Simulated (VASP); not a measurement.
NiO:

```xyz
2
Lattice="0.0000 2.0859 2.0859 2.0859 0.0000 2.0859 2.0859 2.0859 0.0000" Properties=species:S:1:pos:R:3 pbc="T T T"
Ni    0.0000    0.0000    0.0000
O     2.0859    2.0859    2.0859
```

- Program: VASP 6.6.1
- Task: relaxation of cell and atoms
- Functional: BEEF-vdW
- Potentials or basis: VASP PAW PBE potentials, release 64 (Ni, O)
- Cutoff: 600 eV
- k mesh: 11 × 11 × 11
- Occupations: fermi-dirac, width 0.05 eV
- Spin: collinear spin, ferromagnetic start
- Starting moments: [1.0, 0.0] μB

At the start: pressure 9.9 GPa; volume 9.08 Å³/atom.

Question: Where does the relaxation end?

Answer: Over 3 steps the energy falls by 14.8 meV/atom and the volume is 9.58 Å³/atom (+5.5 %); space group Fm-3m (No. 225, to 0.05 Å); moment 1.90 μB per cell.

The path:
| step | energy change (eV) | largest force (eV/Å) | pressure (GPa) | volume (Å³) |
| --- | --- | --- | --- | --- |
| 1 | 0.0000 | 0.0000 | 9.89 | 18.15 |
| 2 | -0.0231 | 0.0000 | -4.03 | 19.66 |
| 3 | -0.0296 | 0.0000 | 0.03 | 19.16 |

Final structure:
```xyz
2
Lattice="0.0000 2.1237 2.1237 2.1237 0.0000 2.1237 2.1237 2.1237 0.0000" Properties=species:S:1:pos:R:3 pbc="T T T"
Ni    0.0000    0.0000    0.0000
O     2.1237    2.1237    2.1237
```

Caveat: the PAW data sets were made with another functional, which shifts forces and pressure a little; a cell with one magnetic atom can't hold antiferromagnetic order, which such compounds often take.
